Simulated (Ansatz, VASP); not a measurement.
## Zn in VASP and in Ansatz

```
Zn
1.0
    -1.56904    1.56904    1.56904
     1.56904   -1.56904    1.56904
     1.56904    1.56904   -1.56904
Zn
1
Direct
  0.00000 0.00000 0.00000
```

This isn't the form of Zn at room conditions, which is hcp.

Alike in both runs: task single point; functional r2SCAN; k mesh 24 × 24 × 24; occupations gaussian, width 0.15 eV; no spin polarisation.

```csv
,VASP,Ansatz
version,VASP 6.6.1,Ansatz 0.2.0
potentials or method,"VASP PAW PBE potentials, release 64 (Zn)","scalar-relativistic, plane waves, PAW"
plane-wave cutoff (eV),520,500
valence electrons in the cell,12,12
```

```tsv
	VASP	Ansatz	Ansatz less VASP
gap on the k mesh at the Fermi level (eV)	none	none	-
pressure (GPa)	-4.5	-4.9	-0.42
```

A gap of «none» marks a metal or a gap that the smearing closes.

Caveats: the PAW data sets were made with another functional, which shifts forces and pressure a little (VASP).
